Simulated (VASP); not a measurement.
# InP (F-43m) in VASP: a series of runs

One crystal, InP, is run at these levels: r2SCAN, LDA; tasks: relaxation of the atoms, relaxation of cell and atoms.

All numbers are computed with VASP 6.6.1; they aren't measurements. Logs are shortened: lines on timing, memory, paths and dates and some standing lists are left out, and cuts for length are marked.

### 1 The structure

Symmetry: F-43m, No. 216, cubic system. The conventional cell has a = 5.861 Å, b = 5.861 Å, c = 5.861 Å, α = 90.00°, β = 90.00°, γ = 90.00°. Around In (site symmetry -43m) lie 4 P at 2.54 Å. Around P (site symmetry -43m) lie 4 In at 2.54 Å.

### 2 Relaxation of the atoms, r2SCAN (a relaxed cell with its volume scaled by 1.02)

Input file INCAR:

```
SYSTEM = InP
  ALGO = Normal
  EDIFF = 1E-7
  EDIFFG = -0.01
  ENCUT = 600
  IBRION = 2
  ISIF = 2
  ISMEAR = 0
  LASPH = .True.
  LCHARG = .False.
  LMIXTAU = .True.
  LREAL = .False.
  LWAVE = .False.
  METAGGA = R2SCAN
  NELM = 80
  NSW = 40
  PREC = Accurate
  SIGMA = 0.03
```

Input file KPOINTS:

```
k-points
0
Gamma
  8 8 8
  0 0 0
```

Input file POSCAR:

```
InP                                     
1.0
   -0.0000000000      2.9718826394      2.9718826394
    2.9718826394     -0.0000000000      2.9718826394
    2.9718826394      2.9718826394      0.0000000000
  In              P             
     1     1
Direct
     0.0000000000000000    0.0000000000000000    0.0000000000000000
     0.2500000000000000    0.2500000000000000    0.2500000000000000
```

Potentials or basis: VASP PAW PBE potentials, release 64 (In_d, P).

The run is started by

```bash
cat potpaw_PBE.64/In_d/POTCAR potpaw_PBE.64/P/POTCAR > POTCAR
mpirun -np 1 vasp_std > vasp.out
```

OUTCAR:

```text
SYSTEM = InP
   EDIFF = 1E-7
   EDIFFG = -0.01
   ENCUT = 600
   IBRION = 2
   ISIF = 2
   ISMEAR = 0
   LASPH = .True.
   LREAL = .False.
   METAGGA = R2SCAN
   NELM = 80
   NSW = 40
   PREC = Accurate

 ion  position               nearest neighbor table
   1  0.000  0.000  0.000-   2 2.57   2 2.57   2 2.57   2 2.57
   2  0.250  0.250  0.250-   1 2.57   1 2.57   1 2.57   1 2.57

  LATTYP: Found a face centered cubic cell.
 ALAT       =     5.9437652788

  Lattice vectors:

 A1 = (   0.0000000000,   2.9718826394,   2.9718826394)
 A2 = (   2.9718826394,   0.0000000000,   2.9718826394)
 A3 = (   2.9718826394,   2.9718826394,   0.0000000000)

Analysis of symmetry for initial positions (statically):
=====================================================================
 Subroutine PRICEL returns:
 Original cell was already a primitive cell.

 Routine SETGRP: Setting up the symmetry group for a
 face centered cubic supercell.

 Subroutine GETGRP returns: Found 24 space group operations
 (whereof 24 operations were pure point group operations)
 out of a pool of 48 trial point group operations.

The static configuration has the point symmetry T_d .

Analysis of symmetry for dynamics (positions and initial velocities):
=====================================================================
 Subroutine PRICEL returns:
 Original cell was already a primitive cell.

 Routine SETGRP: Setting up the symmetry group for a
 face centered cubic supercell.

 Subroutine GETGRP returns: Found 24 space group operations
 (whereof 24 operations were pure point group operations)
 out of a pool of 48 trial point group operations.

The dynamic configuration has the point symmetry T_d .

 Subroutine INISYM returns: Found 24 space group operations
 (whereof 24 operations are pure point group operations),
 and found     1 'primitive' translations

----------------------------------------------------------------------------------------

                                     Primitive cell

  volume of cell :      52.4958

  direct lattice vectors                    reciprocal lattice vectors
     0.000000000  2.971882639  2.971882639    -0.168243521  0.168243521  0.168243521
     2.971882639  0.000000000  2.971882639     0.168243521 -0.168243521  0.168243521
     2.971882639  2.971882639  0.000000000     0.168243521  0.168243521 -0.168243521

  length of vectors
[... 92 lines left out ...]
   PSTRESS=    0.0 pullay stress
   NELECT =      18.0000    total number of electrons
   NUPDOWN=      -1.0000    fix difference up-down
   EMIN   =  10.00;   EMAX   =-10.00  energy-range for DOS
   EFERMI =   0.00;   METHOD = LEGACY
   ISMEAR =     0;   SIGMA  =   0.03  broadening in eV -4-tet -1-fermi 0-gaus
   EFERMI_NEDOS =   21; number of points for ismear=-14 and -15
   IALGO  =     38    algorithm
   IMIX   =      4    mixing-type and parameters
     AMIX     =   0.40;   BMIX     =  1.00
     AMIX_MAG =   1.60;   BMIX_MAG =  1.00
  volume/ion in A,a.u.               =      26.25       177.13
  Fermi-wavevector in a.u.,A,eV,Ry     =   1.145840  2.165324 17.863763  1.312950
  Thomas-Fermi vector in A             =   2.282527
   LORBIT       =      0    0 simple, 1 ext, 2 COOP (PROOUT), +10 PAW based schemes
   METAGGA = R2SCAN    functional components
   LHFCALC =     F    Hartree Fock is set to
   AEXX    =    0.0000 exact exchange contribution
   IVDW    =     0    specifies the selected vdW correction
   LEPSILON=     F    determine dielectric tensor
   LRPA    =     F    only Hartree local field effects (RPA)
 conjugate gradient relaxation of ions
 non-spin polarized calculation
 Gauss-broadening in eV      SIGMA  =   0.03
  energy-cutoff  :      600.00
  volume of cell :       52.50
 maximum number of plane-waves:      1807
 NGX is ok and might be reduce to    36
   NGX = 17   NGY = 17   NGZ = 17

 number of electron      17.9999999 magnetization

 Free energy of the ion-electron system (eV)
  ---------------------------------------------------
  ext. energy  EPLUGINS =         0.00000000
  ---------------------------------------------------
  free energy    TOTEN  =       -32.29435228 eV

  energy without entropy =      -32.29435228  energy(sigma->0) =      -32.29435228

 E-fermi :   4.7389     XC(G=0):  -9.6854

 val. band max:        4.5603143356   @ k =   0.0000   0.0000   0.0000
 cond. band min:       5.4823588125   @ k =   0.0000   0.0000   0.0000
 fundamental gap:      0.9220444770
 Fermi energy:         4.7388828771

 k-point     1 :       0.0000    0.0000    0.0000
  band No.  band energies     occupation
      1     -10.0223      2.00000
      2     -10.0223      2.00000
      3     -10.0223      2.00000
      4      -9.8652      2.00000
      5      -9.8652      2.00000
      6      -7.1513      2.00000
      7       4.5603      2.00000
      8       4.5603      2.00000
      9       4.5603      2.00000
     10       5.4824      0.00000
     11       8.9973      0.00000
     12       8.9973      0.00000
     13       8.9973      0.00000
[... 354 lines left out ...]
  band No.  band energies     occupation
      1     -10.1513      2.00000
      2      -9.9742      2.00000
      3      -9.9571      2.00000
      4      -9.8702      2.00000
      5      -9.8534      2.00000
      6      -5.1794      2.00000
      7      -0.9193      2.00000
      8       1.9410      2.00000
      9       2.9756      2.00000
     10       7.9737      0.00000
     11       9.0757      0.00000
     12      10.7820      0.00000
     13      12.1278      0.00000

 [... further k-points ...]

------------------------ aborting loop because EDIFF is reached ----------------------------------------

  FORCE on cell =-STRESS in cart. coord.  units (eV):
  Direction    XX          YY          ZZ          XY          YZ          ZX
  --------------------------------------------------------------------------------------
  -------------------------------------------------------------------------------------
  Total       -0.4113126     -0.4113126     -0.4113126      0.0000000     -0.0000000     -0.0000000
  in kB      -12.5532927    -12.5532927    -12.5532927      0.0000000     -0.0000000     -0.0000000
  external PRESSURE =     -12.5532927 kB  Pullay stress =       0.0000000 kB

 VOLUME and BASIS-vectors are now :
 -----------------------------------------------------------------------------
  energy-cutoff  :      600.00
  volume of cell :       52.50
      direct lattice vectors                 reciprocal lattice vectors
     0.000000000  2.971882639  2.971882639    -0.168243521  0.168243521  0.168243521
     2.971882639  0.000000000  2.971882639     0.168243521 -0.168243521  0.168243521
     2.971882639  2.971882639  0.000000000     0.168243521  0.168243521 -0.168243521

 POSITION                                       TOTAL-FORCE (eV/Angst)
 -----------------------------------------------------------------------------------
      0.00000      0.00000      0.00000        -0.000000      0.000000     -0.000000
      1.48594      1.48594      1.48594         0.000000     -0.000000      0.000000
 -----------------------------------------------------------------------------------
    total drift:                               -0.000003     -0.000003     -0.000003

  FREE ENERGIE OF THE ION-ELECTRON SYSTEM (eV)
  ---------------------------------------------------
  free  energy   TOTEN  =       -32.2943522764 eV

  energy  without entropy=      -32.2943522764  energy(sigma->0) =      -32.29435228

 reached required accuracy - stopping structural energy minimisation
```

OSZICAR:

```text
N       E                     dE             d eps       ncg     rms          rms(c)
DAV:   1     0.976484527206E+02    0.97648E+02   -0.96041E+03   754   0.174E+03
DAV:   2    -0.265870455185E+02   -0.12424E+03   -0.11978E+03   794   0.353E+02
DAV:   3    -0.356313517208E+02   -0.90443E+01   -0.89777E+01   999   0.992E+01
[... 11 lines left out ...]
DAV:  15    -0.322942684511E+02    0.16707E-04   -0.13367E-05   913   0.388E-02    0.122E-02
DAV:  16    -0.322943428488E+02   -0.74398E-04   -0.87773E-05   764   0.122E-01    0.189E-02
DAV:  17    -0.322943462849E+02   -0.34361E-05   -0.16023E-05   774   0.493E-02    0.189E-02
DAV:  18    -0.322943521832E+02   -0.58983E-05   -0.19095E-06   794   0.239E-02    0.170E-02
DAV:  19    -0.322943522764E+02   -0.93203E-07   -0.50312E-07   914   0.644E-03
   1 F= -.32294352E+02 E0= -.32294352E+02  d E =-.322944E+02
```

CONTCAR:

```text
InP
   1.00000000000000
     0.0000000000000000    2.9718826394000000    2.9718826394000000
     2.9718826394000000    0.0000000000000000    2.9718826394000000
     2.9718826394000000    2.9718826394000000    0.0000000000000000
  In              P
     1     1
Direct
     0.0000000000000000    0.0000000000000000    0.0000000000000000
     0.2500000000000000    0.2500000000000000    0.2500000000000000

  0.00000000E+00  0.00000000E+00  0.00000000E+00
  0.00000000E+00  0.00000000E+00  0.00000000E+00
```

It took 2.3 min on 1 thread of Intel Xeon Platinum 8375C at 2.90GHz (Ice Lake), shared host; peak memory 0.22 GiB.

Results:

```yaml
Free_energy: -32.2944 eV
Pressure_after_relaxing: -1.3 GPa
Band_gap_on_the_k_mesh: 0.92 eV, direct
```

Final structure:
```yaml
crystal:
  lattice:
    - [0.00000, 2.97188, 2.97188]
    - [2.97188, 0.00000, 2.97188]
    - [2.97188, 2.97188, 0.00000]
  atoms:
    - { symbol: In, position: [0.00000, 0.00000, 0.00000] }
    - { symbol: P, position: [0.25000, 0.25000, 0.25000] }
```

Levels at points of the mesh, in eV from the valence-band top:
```
           k point  band 6  band 7  band 8  band 9  band 10  band 11  band 12  band 13
(0.00, 0.00, 0.00)  -11.71    0.00    0.00    0.00     0.92     4.44     4.44     4.44
(0.50, 0.00, 0.00)  -10.05   -5.66   -0.95   -0.95     1.75     5.15     5.15     7.45
(0.50, 0.50, 0.00)   -9.42   -5.69   -2.27   -2.27     2.07     2.54     9.60    10.02
```

Caveat: the relaxation stopped at its first step, so nothing moved; the PAW data sets were made with another functional, which shifts forces and pressure a little; spin-orbit coupling is left out, which moves the levels of the heavy elements.

### 3 Relaxation of the atoms, r2SCAN (a relaxed cell with its volume scaled by 1.04)

INCAR is that of step 2.

KPOINTS is that of step 2.

Input file POSCAR:

```
InP                                     
1.0
   -0.0000000000      2.9911811194      2.9911811194
    2.9911811194     -0.0000000000      2.9911811194
    2.9911811194      2.9911811194      0.0000000000
  In              P             
     1     1
Direct
     0.0000000000000000    0.0000000000000000    0.0000000000000000
     0.2500000000000000    0.2500000000000000    0.2500000000000000
```

Potentials or basis: VASP PAW PBE potentials, release 64 (In_d, P).

The run is started by

```bash
cat potpaw_PBE.64/In_d/POTCAR potpaw_PBE.64/P/POTCAR > POTCAR
mpirun -np 1 vasp_std > vasp.out
```

Wall time 3.3 min (1 thread of Intel Xeon Platinum 8375C at 2.90GHz (Ice Lake), shared host); peak memory 0.22 GiB.

Results (log left out):

- Free energy: -32.2824 eV
- Pressure after relaxing: -2.5 GPa
- Band gap on the k mesh: 0.81 eV, direct

Final structure:
```
CELL_PARAMETERS angstrom
0.00000 2.99118 2.99118
2.99118 0.00000 2.99118
2.99118 2.99118 0.00000
ATOMIC_POSITIONS crystal
In 0.00000 0.00000 0.00000
P 0.25000 0.25000 0.25000
```

Levels at points of the mesh, in eV from the valence-band top:
| k point | band 5 | band 6 | band 7 | band 8 | band 9 | band 10 | band 11 | band 12 | band 13 |
| --- | --- | --- | --- | --- | --- | --- | --- | --- | --- |
| (0.00, 0.00, 0.00) | -14.40 | -11.58 | 0.00 | 0.00 | 0.00 | 0.81 | 4.43 | 4.43 | 4.43 |
| (0.50, 0.00, 0.00) | -14.39 | -9.98 | -5.56 | -0.92 | -0.92 | 1.70 | 5.15 | 5.15 | 7.40 |
| (0.50, 0.50, 0.00) | -14.37 | -9.37 | -5.61 | -2.20 | -2.20 | 2.10 | 2.54 | 9.47 | 9.88 |

Caveat: the relaxation stopped at its first step, so nothing moved; the PAW data sets were made with another functional, which shifts forces and pressure a little; spin-orbit coupling is left out, which moves the levels of the heavy elements.

(Continued in part 2 of 2.)
